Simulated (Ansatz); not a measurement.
All numbers below come from DFT PBE, scalar-relativistic, plane waves, PAW (Ansatz 0.2.0). Settings: cutoff 420 eV, Γ-centred meshes spaced at most about 0.3 Å⁻¹, and about 0.25 Å⁻¹ or finer for metals (2π included), Gaussian smearing. No spin polarisation.

Each guess is relaxed in cell and atoms at zero pressure, on a coarse mesh first where it starts far from rest and then on a converged one. The steps can't lower the symmetry of the start, but it can rise. Energies are static (0 K, no zero-point motion).

Two unrelaxed guesses for ZrSi6:

A.

```xyz
7
Lattice="4.8470 0.0000 0.0000 0.0000 4.8470 0.0000 0.0000 0.0000 4.8470" Properties=species:S:1:pos:R:3 pbc="T T T"
Zr    0.0000    0.0000    0.0000
Si    4.0465    2.4235    2.4235
Si    0.8005    2.4235    2.4235
Si    2.4235    4.0465    2.4235
Si    2.4235    0.8005    2.4235
Si    2.4235    2.4235    4.0465
Si    2.4235    2.4235    0.8005
```

B.

```xyz
7
Lattice="4.7525 0.0000 0.0000 0.0000 4.7525 0.0000 0.0000 0.0000 4.7525" Properties=species:S:1:pos:R:3 pbc="T T T"
Zr    0.0000    0.0000    0.0000
Si    0.9838    2.3763    2.3763
Si    2.3763    0.9838    2.3763
Si    3.7687    2.3763    2.3763
Si    2.3763    3.7687    2.3763
Si    2.3763    2.3763    0.9838
Si    2.3763    2.3763    3.7687
```

**Question.** Which guess leads to the lower structure, and by how much?

**Answer.** Both fall into one structure. A: Pm-3m at 16.3 Å³/atom → Pm-3m at 26.6 Å³/atom; B: Pm-3m at 15.3 Å³/atom → Pm-3m at 26.6 Å³/atom. Conventional cell: a = 5.712 Å. Zr has 24 Si at 4.20 Å (long contacts); around Si lie 1 Si at 2.27 Å, 4 Si at 2.44 Å, 1 Si at 3.44 Å and 4 Zr at 4.20 Å.

```cif
data_structure
_symmetry_space_group_name_H-M 'P 1'
_symmetry_Int_Tables_number 1
_cell_length_a 5.7123
_cell_length_b 5.7123
_cell_length_c 5.7123
_cell_angle_alpha 90.000
_cell_angle_beta 90.000
_cell_angle_gamma 90.000
_cell_volume 186.39
loop_
_atom_site_label
_atom_site_type_symbol
_atom_site_fract_x
_atom_site_fract_y
_atom_site_fract_z
_atom_site_occupancy
Zr1 Zr 0.00000 0.00000 0.00000 1
Si1 Si 0.80149 0.50000 0.50000 1
Si2 Si 0.19851 0.50000 0.50000 1
Si3 Si 0.50000 0.80149 0.50000 1
Si4 Si 0.50000 0.19851 0.50000 1
Si5 Si 0.50000 0.50000 0.80149 1
Si6 Si 0.50000 0.50000 0.19851 1
```

Ends held by symmetry can be saddle points. This end isn't the lowest form computed: that has space group Pm-3m (No. 221) and lies 33 meV/atom below it. Even the lowest of the cells shown lies +1.36 eV/atom against the elements. Some candidate types were left out of the draw beforehand, so a known form may be missing.
